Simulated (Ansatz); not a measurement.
HgTe in Ansatz: the effect of functional

The system is HgTe.

```xyz
2
Lattice="-3.1053 3.1053 1.5900 3.1053 -3.1053 1.5900 3.1053 3.1053 -1.5900" Properties=species:S:1:pos:R:3 pbc="T T T"
Hg    0.0000    3.1053    0.7950
Te    0.0000    0.0000    0.0000
```

Measurements of this composition are mostly on another form, of space group No. 216.

The cell isn't the ideal one: volume scaled by 1.06.

Alike in all runs:

| Quantity | Value |
| --- | --- |
| Program | Ansatz 0.2.0 |
| Task | single point |
| Potentials or basis | Ansatz PAW |
| k mesh | 10 × 10 × 10 |
| Occupations | fermi-dirac, width 0.05 eV |
| Spin | no spin polarisation |

Question: One run gave: pressure -5.0 GPa. Which functional did it use?
A. LDA
B. PBEsol
C. r2SCAN

Answer: B.

| functional | cutoff | pressure (GPa) |
| --- | --- | --- |
| LDA | 420 eV (not typed: the program's choice for these potentials) | -6.5 |
| PBEsol | 420 eV (not typed: the program's choice for these potentials) | -5.0 |
| r2SCAN | 500 eV (not typed: the program's choice for these potentials) | -3.1 |

Caveats: the PAW data sets come from PBE, with cores solved anew for the run's functional, which leaves a small shift of forces and pressure.
